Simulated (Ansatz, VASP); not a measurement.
# BN: VASP beside Ansatz

```
CELL_PARAMETERS angstrom
0.00000 3.38601 2.30819
1.21249 0.00000 2.30819
1.21249 3.38601 0.00000
ATOMIC_POSITIONS crystal
B 0.00005 0.00005 0.99995
N 0.66665 0.66665 0.33335
```

Alike in both runs: task single point; functional r2SCAN; k mesh 12 × 12 × 12; occupations gaussian, width 0.05 eV; no spin polarisation.

```csv
,VASP,Ansatz
version,VASP 6.6.1,Ansatz 0.2.0
potentials or method,"VASP PAW PBE potentials, release 64 (B, N)","scalar-relativistic, plane waves, PAW"
plane-wave cutoff (eV),520,500
valence electrons in the cell,8,8
```

|  | VASP | Ansatz | Ansatz less VASP |
| --- | --- | --- | --- |
| gap on the k mesh at the Fermi level (eV) | 3.67 | 3.65 | -0.020 |
| least direct gap on the mesh (eV) | 5.21 | 5.17 | -0.048 |
| pressure (GPa) | -8.9 | -9.3 | -0.35 |
| largest component of the traceless stress (GPa) | 38.42 | 38.67 | +0.252 |
| rms of the force components (eV/Å) | 0.305 | 0.300 | -0.0041 |

Atom by atom the forces differ by 0.004 eV/Å (rms over components).

Caveats: the PAW data sets were made with another functional, which shifts forces and pressure a little (VASP). r2SCAN opens gaps a little over a GGA but as a rule still falls short of measured ones. A k mesh can miss the band edges.
